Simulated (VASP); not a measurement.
# CdTe (F-43m) in VASP: settings compared, part 2 of 2

VASP 6.6.1. Earlier steps stand in the parts before.

**3. Single point, PBE**

This run uses another cell than the first one, of 35.28 Å³/atom, 1.071 times its volume.

INCAR

```
ALGO = Normal ; EDIFF = 1E-6
ENCUT = 520 ; GGA = PE
ISIF = 2 ; ISMEAR = -1
LASPH = T ; LCHARG = T
LELF = T ; LREAL = F
LVHAR = T ; LWAVE = F
NBANDS = 16 ; NELM = 60
PREC = Accurate ; SIGMA = 0.02
```

KPOINTS

```
k-points
0
Gamma
  6 6 6
```

POSCAR

```
CdTe
1.0
    0.0000000000      3.2799012461      3.2799012461
    3.2799012461      0.0000000000      3.2799012461
    3.2799012461      3.2799012461      0.0000000000
Cd Te
1 1
Direct
    0.0000000000      0.0000000000      0.0000000000
    0.2500000000      0.2500000000      0.2500000000
```

Potentials or basis: VASP PAW PBE potentials, release 64 (Cd, Te).

Command:

```sh
> cat potpaw_PBE.64/Cd/POTCAR potpaw_PBE.64/Te/POTCAR > POTCAR
> mpirun -np 1 vasp_std > vasp.out
```

OUTCAR:

```text
EDIFF = 1E-6
   ENCUT = 520
   GGA = PE
   ISIF = 2
   ISMEAR = -1
   LASPH = T
   LREAL = F
   NELM = 60
   PREC = Accurate

 ion  position               nearest neighbor table
   1  0.000  0.000  0.000-   2 2.84   2 2.84   2 2.84   2 2.84
   2  0.250  0.250  0.250-   1 2.84   1 2.84   1 2.84   1 2.84

  LATTYP: Found a face centered cubic cell.
 ALAT       =     6.5598024922

  Lattice vectors:

 A1 = (   0.0000000000,   3.2799012461,   3.2799012461)
 A2 = (   3.2799012461,   0.0000000000,   3.2799012461)
 A3 = (   3.2799012461,   3.2799012461,   0.0000000000)

Analysis of symmetry for initial positions (statically):
=====================================================================
 Subroutine PRICEL returns:
 Original cell was already a primitive cell.

 Routine SETGRP: Setting up the symmetry group for a
 face centered cubic supercell.

 Subroutine GETGRP returns: Found 24 space group operations
 (whereof 24 operations were pure point group operations)
 out of a pool of 48 trial point group operations.

The static configuration has the point symmetry T_d .

Analysis of symmetry for dynamics (positions and initial velocities):
=====================================================================
 Subroutine PRICEL returns:
 Original cell was already a primitive cell.

 Routine SETGRP: Setting up the symmetry group for a
 face centered cubic supercell.

 Subroutine GETGRP returns: Found 24 space group operations
 (whereof 24 operations were pure point group operations)
 out of a pool of 48 trial point group operations.

The dynamic configuration has the point symmetry T_d .

 Subroutine INISYM returns: Found 24 space group operations
 (whereof 24 operations are pure point group operations),
 and found     1 'primitive' translations

----------------------------------------------------------------------------------------

                                     Primitive cell

  volume of cell :      70.5687

  direct lattice vectors                    reciprocal lattice vectors
     0.000000000  3.279901246  3.279901246    -0.152443614  0.152443614  0.152443614
     3.279901246  0.000000000  3.279901246     0.152443614 -0.152443614  0.152443614
     3.279901246  3.279901246  0.000000000     0.152443614  0.152443614 -0.152443614

  length of vectors
     4.638480825  4.638480825  4.638480825     0.264040085  0.264040085  0.264040085

  position of ions in fractional coordinates (direct lattice)
     0.000000000  0.000000000  0.000000000
     0.250000000  0.250000000  0.250000000

  ion indices of the primitive-cell ions
   primitive index   ion index
                 1           1
                 2           2

----------------------------------------------------------------------------------------

 KPOINTS: k-points

Automatic generation of k-mesh.
 Grid dimensions read from file:
 generate k-points for:    6    6    6

 Generating k-lattice:

  Cartesian coordinates                     Fractional coordinates (reciprocal lattice)
    -0.025407269  0.025407269  0.025407269     0.166666667  0.000000000  0.000000000
     0.025407269 -0.025407269  0.025407269     0.000000000  0.166666667  0.000000000
     0.025407269  0.025407269 -0.025407269     0.000000000  0.000000000  0.166666667

  Length of vectors
     0.044006681  0.044006681  0.044006681

  Shift w.r.t. Gamma in fractional coordinates (k-lattice)
     0.000000000  0.000000000  0.000000000

 Subroutine IBZKPT returns following result:
 ===========================================

 Found     16 irreducible k-points:

 Following reciprocal coordinates:
            Coordinates               Weight
  0.000000  0.000000  0.000000      1.000000
  0.166667  0.000000  0.000000      8.000000
  0.333333  0.000000  0.000000      8.000000
  0.500000  0.000000  0.000000      4.000000
  0.166667  0.166667  0.000000      6.000000
  0.333333  0.166667  0.000000     24.000000
[... 8 lines left out ...]
 -0.333333  0.333333  0.166667     24.000000
 -0.333333  0.500000  0.166667     12.000000
   k-points           NKPTS =     16   k-points in BZ     NKDIM =     16   number of bands    NBANDS=     16
   number of dos      NEDOS =    301   number of ions     NIONS =      2
   total plane-waves  NPLWV =  46656
   dimension x,y,z NGX =    36 NGY =   36 NGZ =   36
   dimension x,y,z NGXF=    72 NGYF=   72 NGZF=   72
   ions per type =               1   1
   NGX,Y,Z   is equivalent  to a cutoff of  12.90, 12.90, 12.90 a.u.
   NGXF,Y,Z  is equivalent  to a cutoff of  25.81, 25.81, 25.81 a.u.
 SYSTEM =  unknown system
   PREC   = accura    normal or accurate (medium, high low for compatibility)
   ISTART =      0    job   : 0-new  1-cont  2-samecut
   ICHARG =      2    charge: 1-file 2-atom 10-const
   ISPIN  =      1    spin polarized calculation?
   LNONCOLLINEAR =      F non collinear calculations
   LSORBIT =      F    spin-orbit coupling
   LASPH  =      T    aspherical Exc in radial PAW
   ENCUT  =  520.0 eV  38.22 Ry    6.18 a.u.   8.62  8.62  8.62*2*pi/ulx,y,z
   NELM   =     60;   NELMIN=  2; NELMDL= -5     # of ELM steps
   EDIFF  = 0.1E-05   stopping-criterion for ELM
   LREAL  =      F    real-space projection
   EDIFFG = 0.1E-04   stopping-criterion for IOM
   NSW    =      0    number of steps for IOM
   IBRION =     -1    ionic relax: 0-MD 1-quasi-New 2-CG
   NFREE  =      0    steps in history (QN), initial steepest desc. (CG)
   ISIF   =      2    stress and relaxation
   ISYM   =      2    0-nonsym 1-usesym 2-fastsym
   POTIM  = 0.5000    time-step for ionic-motion
   TEBEG  =    0.0;   TEEND  =   0.0 temperature during run
   PSTRESS=    0.0 pullay stress
   NELECT =      18.0000    total number of electrons
   NUPDOWN=      -1.0000    fix difference up-down
   EMIN   =  10.00;   EMAX   =-10.00  energy-range for DOS
   EFERMI =   0.00;   METHOD = LEGACY
   ISMEAR =    -1;   SIGMA  =   0.02  broadening in eV -4-tet -1-fermi 0-gaus
   EFERMI_NEDOS =   21; number of points for ismear=-14 and -15
   IALGO  =     38    algorithm
   IMIX   =      4    mixing-type and parameters
     AMIX     =   0.40;   BMIX     =  1.00
     AMIX_MAG =   1.60;   BMIX_MAG =  1.00
  volume/ion in A,a.u.               =      35.28       238.11
  Fermi-wavevector in a.u.,A,eV,Ry     =   1.038233  1.961976 14.666102  1.077928
  Thomas-Fermi vector in A             =   2.172708
   LORBIT       =      0    0 simple, 1 ext, 2 COOP (PROOUT), +10 PAW based schemes
   GGA     = PE    functional components
   LHFCALC =     F    Hartree Fock is set to
   AEXX    =    0.0000 exact exchange contribution
   IVDW    =     0    specifies the selected vdW correction
   LEPSILON=     F    determine dielectric tensor
   LRPA    =     F    only Hartree local field effects (RPA)
 non-spin polarized calculation
  energy-cutoff  :      520.00
  volume of cell :       70.57
 maximum number of plane-waves:      1917
 NGX is ok and might be reduce to    36
   NGX = 17   NGY = 17   NGZ = 17

 number of electron      18.0000006 magnetization

 Free energy of the ion-electron system (eV)
  ---------------------------------------------------
  ext. energy  EPLUGINS =         0.00000000
  ---------------------------------------------------
  free energy    TOTEN  =        -4.79979179 eV

  energy without entropy =       -4.79979179  energy(sigma->0) =       -4.79979179

 E-fermi :   2.3683     XC(G=0):  -8.4234

 val. band max:        2.0270752156   @ k =   0.0000   0.0000   0.0000
 cond. band min:       2.6872317634   @ k =   0.0000   0.0000   0.0000
 fundamental gap:      0.6601565479
 Fermi energy:         2.3682600396

 k-point     1 :       0.0000    0.0000    0.0000
  band No.  band energies     occupation
      1      -8.9447      2.00000
      2      -6.1442      2.00000
      3      -6.1442      2.00000
      4      -6.1442      2.00000
      5      -5.9099      2.00000
      6      -5.9099      2.00000
[... 8 lines left out ...]
     15      11.3195      0.00000
     16      11.3195      0.00000
[... 267 lines left out ...]
 k-point    16 :      -0.3333    0.5000    0.1667
  band No.  band energies     occupation
      1      -8.4725      2.00000
      2      -6.0262      2.00000
      3      -6.0246      2.00000
      4      -5.9517      2.00000
      5      -5.8979      2.00000
      6      -5.4044      2.00000
[... 8 lines left out ...]
     15      12.9450      0.00000
     16      13.2710      0.00000

------------------------ aborting loop because EDIFF is reached ----------------------------------------

  FORCE on cell =-STRESS in cart. coord.  units (eV):
  Direction    XX          YY          ZZ          XY          YZ          ZX
  --------------------------------------------------------------------------------------
  -------------------------------------------------------------------------------------
  Total        0.5001150      0.5001150      0.5001150      0.0000000      0.0000000     -0.0000000
  in kB       11.3545029     11.3545029     11.3545029      0.0000000      0.0000000     -0.0000000
  external PRESSURE =      11.3545029 kB  Pullay stress =       0.0000000 kB

 VOLUME and BASIS-vectors are now :
 -----------------------------------------------------------------------------
  energy-cutoff  :      520.00
  volume of cell :       70.57
      direct lattice vectors                 reciprocal lattice vectors
     0.000000000  3.279901246  3.279901246    -0.152443614  0.152443614  0.152443614
     3.279901246  0.000000000  3.279901246     0.152443614 -0.152443614  0.152443614
     3.279901246  3.279901246  0.000000000     0.152443614  0.152443614 -0.152443614

 POSITION                                       TOTAL-FORCE (eV/Angst)
 -----------------------------------------------------------------------------------
      0.00000      0.00000      0.00000        -0.000000     -0.000000     -0.000000
      1.63995      1.63995      1.63995         0.000000      0.000000      0.000000
 -----------------------------------------------------------------------------------
    total drift:                               -0.000000     -0.000000     -0.000000

  FREE ENERGIE OF THE ION-ELECTRON SYSTEM (eV)
  ---------------------------------------------------
  free  energy   TOTEN  =        -4.7997917948 eV

  energy  without entropy=       -4.7997917940  energy(sigma->0) =       -4.79979179
```

stdout:

```text
POSCAR found type information on POSCAR CdTe
 POSCAR found :  2 types and       2 ions
 scaLAPACK will be used
 LDA part: xc-table for (Slater+PW92), standard interpolation
 POSCAR, INCAR and KPOINTS ok, starting setup
 FFT: planning ... GRIDC
 FFT: planning ... GRID_SOFT
 FFT: planning ... GRID
 WAVECAR not read
 entering main loop
```

It took 11 s on 1 thread of AMD EPYC 9R45 (Zen 5), shared host; peak memory 0.18 GiB.

What came out:

| Quantity | Value |
| --- | --- |
| Free energy | -4.7998 eV |
| Pressure | 1.1 GPa |
| Band gap on the k mesh | 0.66 eV, direct |

Levels at points of the mesh, in eV from the valence-band top:
```tsv
k point	band 5	band 6	band 7	band 8	band 9	band 10	band 11	band 12	band 13	band 14
(0.00, 0.00, 0.00)	-7.94	-7.94	0.00	0.00	0.00	0.66	4.62	4.62	4.62	7.41
(0.50, 0.00, 0.00)	-7.93	-7.61	-4.22	-0.72	-0.72	1.78	5.20	5.20	7.05	8.52
(0.50, 0.50, 0.00)	-7.91	-7.49	-4.14	-1.74	-1.74	2.67	2.68	8.65	8.95	8.95
```

Caveat: spin-orbit coupling is left out, which moves the levels of the heavy elements.

**4. Single point, LDA**

This run uses another cell than the first one, of 35.28 Å³/atom, 1.071 times its volume.

INCAR

```
SYSTEM = CdTe
PREC = Accurate ; ENCUT = 520
EDIFF = 1E-7 ; ISMEAR = 0
SIGMA = 0.01 ; LREAL = .FALSE.
LASPH = .TRUE. ; NELM = 100
ALGO = Normal ; ISIF = 2
LWAVE = .FALSE. ; LCHARG = .TRUE.
GGA = CA ; LELF = .TRUE.
LVHAR = .TRUE. ; NBANDS = 16
```

KPOINTS

```
regular mesh
0
G
  6 6 6
  0 0 0
```

POSCAR is that of step 3.

Potentials or basis: VASP PAW LDA potentials, release 64 (Cd, Te).

Command:

```sh
> cat potpaw_LDA.64/Cd/POTCAR potpaw_LDA.64/Te/POTCAR > POTCAR
> mpirun -np 1 vasp_std > vasp.out
```

Wall time 11 s (1 thread of AMD EPYC 9R45 (Zen 5), shared host); peak memory 0.15 GiB.

The run converged. Its results:

| Property | Result |
| --- | --- |
| Free energy | -6.0084 eV |
| Pressure | -2.5 GPa |
| Band gap on the k mesh | 0.44 eV, direct |

Levels at points of the mesh, in eV from the valence-band top:
```
           k point  band 5  band 6  band 7  band 8  band 9  band 10  band 11  band 12  band 13  band 14
(0.00, 0.00, 0.00)   -7.94   -7.94    0.00    0.00    0.00     0.44     4.52     4.52     4.52     7.16
(0.50, 0.00, 0.00)   -7.93   -7.62   -4.30   -0.73   -0.73     1.62     5.10     5.10     6.82     8.31
(0.50, 0.50, 0.00)   -7.91   -7.50   -4.21   -1.77   -1.77     2.51     2.55     8.44     8.80     8.80
```

Caveat: spin-orbit coupling is left out, which moves the levels of the heavy elements.

**5. Overview**

```csv
level,potentials or basis,cell,smearing,gap on the mesh (eV),pressure (GPa)
LDA,"VASP PAW LDA potentials, release 64 (Cd, Te)","a = 4.533 Å, angles 60.0°, 2 atoms",fermi-dirac 0.02 eV,0.65,0.2
PBE,"VASP PAW PBE potentials, release 64 (Cd, Te)","a = 4.638 Å, angles 60.0°, 2 atoms",fermi-dirac 0.02 eV,0.66,1.1
LDA,"VASP PAW LDA potentials, release 64 (Cd, Te)","a = 4.638 Å, angles 60.0°, 2 atoms",gaussian 0.01 eV,0.44,-2.5
```

Alike in all rows: task single point; no spin polarisation; k mesh 6 × 6 × 6; cutoff (eV) 520.

Caveats: spin-orbit coupling is left out, which moves the levels of the heavy elements.

Absolute energies hang on the potentials; compare differences alone.

**6. How close it comes**

Step 2. Against the measured gap of CdTe, 1.607 eV (0 K; a printed reference work, data compilation), the calculated 0.65 eV is off by -0.96 eV. Spin-orbit coupling on Cd, Te is left out. The value is that of LDA, without temperature or zero-point motion. Semilocal functionals fall short of measured gaps as a rule.

Step 3. A measured gap of CdTe is 1.607 eV (0 K; a printed reference work, data compilation); the calculated 0.66 eV misses it by -0.95 eV. Spin-orbit coupling on Cd, Te is left out. The value is that of PBE, without temperature or zero-point motion. Semilocal functionals fall short of measured gaps as a rule.

Step 4. A measured gap of CdTe is 1.607 eV (0 K; a printed reference work, data compilation); the calculated 0.44 eV misses it by -1.17 eV. So large a miss can be the level of theory's own, or it may mean another phase, state or a wrong row. Spin-orbit coupling on Cd, Te is left out. The value is that of LDA, without temperature or zero-point motion. Semilocal functionals fall short of measured gaps as a rule.
